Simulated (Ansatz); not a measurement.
## WS2: ideal shear of a crystal plane

Theory: DFT PBE+D3(BJ), scalar-relativistic, plane waves, PAW (Ansatz 0.2.0). The runs took a 420 eV cutoff, a Γ-centred 10×10×3 mesh and Gaussian smearing (0.05 eV). Spin–orbit coupling is left out, which can shift energies with elements as heavy as these. No spin polarisation. Energies are free energies at this smearing, counted from the undisturbed cell; pressure is positive in compression.

Reference structure (relaxed at this level):

```
W S
1.0
    -3.15421    0.00000    0.00000
    -1.57710   -2.73162    0.00000
     0.00000    0.00000   12.13991
W S
2 4
Direct
  0.33333 0.33333 0.25000
  0.66667 0.66667 0.75000
  0.33333 0.33333 0.62029
  0.66667 0.66667 0.12029
  0.33333 0.33333 0.87971
  0.66667 0.66667 0.37971
```

The cut lies on the cell's a–b face, a (0 0 1) plane (indices in the standard cell, whose axes needn't be the Cartesian ones shown) of area 8.62 Å², between layers 2.92 Å apart. Vector c is tilted by f times 1·a + 1·b (length 5.463 Å) with the atoms' Cartesian places fixed: one unrelaxed fault a cell. The traction is dγ/du, the slope of γ against the slip u in Å.

```
     f  γ (mJ/m²) traction (GPa)
0.0000          0             0.0
0.0833         26             0.9
0.1667         60             0.4
0.2500         58            -0.4
0.3333         44             0.0
0.4167         79             1.7
0.5000        200             3.4
0.5833        355             3.0
0.6667        429             0.0
0.7500        352            -3.1
0.8333        184            -3.8
0.9167         45            -2.1
```

Problem. Read off the first barrier and the stress needed to climb it, and compare with Frenkel's sinusoid.

Solution. The traction changes sign between f = 0.167 and 0.250, so by linear interpolation the first maximum lies at f = 0.209, a slip of 1.14 Å, with γ ≈ 64 mJ/m², which stands in for the unstable fault energy γ_us, and the steepest sampled slope before it is 0.9 GPa. A sinusoid γ = γ_us sin²(πu/λ) with its maximum there has λ = 2.28 Å and a largest slope πγ_us/λ = 0.9 GPa (1 mJ/m² per Å = 0.01 GPa).

Problem. Is there a metastable fault on this line?

Solution. The samples dip to a local minimum of 44 mJ/m² at f = 0.333. If it survives relaxation and slip across the line, it is a planar fault that lets a dislocation split into partials, more widely the lower its energy (an antiphase boundary, where the slip puts unlike atoms in each other's places).

The cut is rigid; relaxing the faces lowers these energies and usually the stresses.

Cost: 12 runs of about 2.8 core-minutes in all, on Arm Neoverse V2 (shared hosts).